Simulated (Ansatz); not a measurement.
## Band table of ZrO₂ (fluorite type)

```xyz
3
Lattice="0.0000 2.5319 2.5319 2.5319 0.0000 2.5319 2.5319 2.5319 0.0000" Properties=species:S:1:pos:R:3 pbc="T T T"
Zr    0.0000    0.0000    0.0000
O     1.2659    1.2659    1.2659
O     3.7978    3.7978    3.7978
```

The cell comes from a relaxation on PAW files under the same functional, begun from a prototype that needn't be the stable phase.

Computed with Ansatz 0.2.0; functional PBEsol, scalar-relativistic. Settings: a Γ-centred 11×11×11 k mesh, Fermi–Dirac smearing of 0.05 eV, no spin polarisation. Methods: LAPW: all electrons, basis error target 1 meV/atom.

Path points, in fractions of the reciprocal vectors: Γ (0.000, 0.000, 0.000), X (0.500, 0.000, 0.500), U (0.625, 0.250, 0.625), K (0.375, 0.375, 0.750), L (0.500, 0.500, 0.500), W (0.500, 0.250, 0.750). The distance column jumps between branches of the path. Levels in eV from the valence-band top; bands 16 to 26, counted from the lowest band of the run. The gap is 3.33 eV, the pressure 0.04 GPa.

```
# k(1/Å) point b16 b17 b18 b19 b20 b21 b22 b23 b24 b25 b26
0.000 Γ -18.22 -15.54 -5.37 -5.37 -5.37 -0.55 -0.55 -0.55 3.33 3.33 6.49
0.177 - -18.11 -15.62 -5.31 -5.31 -5.16 -1.02 -0.53 -0.53 3.39 3.55 6.74
0.355 - -17.81 -15.83 -5.12 -5.12 -4.55 -2.08 -0.50 -0.50 3.56 3.92 7.35
0.532 - -17.37 -16.11 -4.82 -4.82 -3.64 -3.28 -0.52 -0.52 3.82 4.17 8.10
0.709 - -16.88 -16.39 -4.40 -4.40 -4.39 -2.53 -0.67 -0.67 4.14 4.18 7.85
0.886 - -16.62 -16.41 -5.30 -3.92 -3.92 -1.38 -0.96 -0.96 4.02 4.46 7.09
1.064 - -16.77 -16.08 -5.90 -3.44 -3.44 -1.34 -1.34 -0.41 3.84 4.70 6.31
1.241 X -16.82 -15.95 -6.10 -3.20 -3.20 -1.55 -1.55 0.00 3.76 4.79 5.97
1.303 - -16.82 -15.96 -6.09 -3.22 -3.20 -1.56 -1.54 0.00 3.78 4.79 5.97
1.366 - -16.80 -15.97 -6.05 -3.27 -3.20 -1.61 -1.51 -0.02 3.81 4.79 5.98
1.429 - -16.77 -16.00 -5.97 -3.34 -3.20 -1.69 -1.48 -0.05 3.87 4.79 6.01
1.492 - -16.74 -16.03 -5.88 -3.42 -3.19 -1.80 -1.43 -0.09 3.93 4.79 6.05
1.554 - -16.70 -16.06 -5.76 -3.52 -3.18 -1.93 -1.37 -0.15 3.98 4.79 6.11
1.617 - -16.66 -16.11 -5.62 -3.61 -3.16 -2.09 -1.30 -0.23 4.01 4.79 6.19
1.680 U -16.63 -16.15 -5.47 -3.70 -3.14 -2.27 -1.23 -0.34 4.02 4.79 6.29
2.439 K -16.63 -16.15 -5.47 -3.70 -3.14 -2.27 -1.23 -0.34 4.02 4.79 6.29
2.627 - -16.59 -16.26 -5.05 -3.76 -3.02 -2.87 -1.11 -0.73 3.92 4.79 6.61
2.815 - -16.70 -16.31 -4.86 -3.52 -3.40 -2.79 -1.74 -0.66 3.80 4.76 6.78
3.003 - -16.98 -16.25 -4.85 -4.13 -2.82 -2.67 -2.42 -0.52 3.81 4.64 6.83
3.191 - -17.37 -16.08 -4.95 -4.65 -3.65 -2.17 -1.92 -0.46 3.81 4.39 7.05
3.379 - -17.78 -15.84 -5.13 -5.05 -4.53 -1.47 -1.33 -0.48 3.66 3.98 7.20
3.567 - -18.10 -15.63 -5.30 -5.29 -5.15 -0.83 -0.79 -0.53 3.44 3.54 6.76
3.755 Γ -18.22 -15.54 -5.37 -5.37 -5.37 -0.55 -0.55 -0.55 3.33 3.33 6.49
3.909 - -18.14 -15.60 -5.32 -5.32 -5.22 -0.68 -0.65 -0.65 3.44 3.44 6.67
4.062 - -17.92 -15.75 -5.17 -5.17 -4.81 -1.02 -0.91 -0.91 3.70 3.70 7.05
4.216 - -17.63 -15.93 -4.96 -4.96 -4.23 -1.45 -1.21 -1.21 3.97 3.97 7.04
4.369 - -17.37 -16.04 -4.72 -4.72 -3.61 -1.87 -1.45 -1.45 4.12 4.12 6.61
4.523 - -17.24 -16.02 -4.52 -4.52 -3.07 -2.22 -1.60 -1.60 4.12 4.12 6.28
4.677 - -17.22 -15.92 -4.39 -4.39 -2.72 -2.44 -1.66 -1.66 4.05 4.05 6.21
4.830 L -17.22 -15.87 -4.34 -4.34 -2.60 -2.52 -1.67 -1.67 4.00 4.00 6.23
4.955 - -17.18 -15.90 -4.40 -4.29 -2.73 -2.46 -1.71 -1.53 4.01 4.05 6.23
5.081 - -17.06 -15.97 -4.53 -4.15 -3.11 -2.10 -1.81 -1.31 4.04 4.19 6.24
5.206 - -16.89 -16.07 -4.66 -4.04 -3.40 -2.00 -1.59 -1.16 4.09 4.35 6.26
5.331 - -16.70 -16.18 -4.76 -4.23 -3.28 -2.16 -1.11 -1.09 4.17 4.48 6.31
5.457 - -16.53 -16.28 -4.83 -4.51 -2.93 -2.30 -1.18 -0.64 4.28 4.56 6.37
5.582 - -16.41 -16.34 -4.87 -4.71 -2.59 -2.39 -1.32 -0.32 4.39 4.60 6.41
5.707 W -16.37 -16.37 -4.88 -4.78 -2.43 -2.43 -1.41 -0.21 4.45 4.62 6.42
5.796 - -16.47 -16.27 -5.14 -4.51 -2.61 -2.24 -1.42 -0.20 4.38 4.66 6.29
5.885 - -16.56 -16.18 -5.41 -4.18 -2.78 -2.06 -1.44 -0.17 4.26 4.72 6.18
5.973 - -16.65 -16.10 -5.65 -3.88 -2.92 -1.89 -1.47 -0.12 4.12 4.75 6.10
6.062 - -16.72 -16.04 -5.85 -3.61 -3.04 -1.75 -1.50 -0.08 3.98 4.78 6.04
6.151 - -16.78 -15.99 -5.99 -3.39 -3.13 -1.64 -1.52 -0.04 3.87 4.78 6.00
6.239 - -16.81 -15.96 -6.08 -3.25 -3.19 -1.57 -1.54 -0.01 3.79 4.79 5.97
6.328 X -16.82 -15.95 -6.10 -3.20 -3.20 -1.55 -1.55 0.00 3.76 4.79 5.97
```
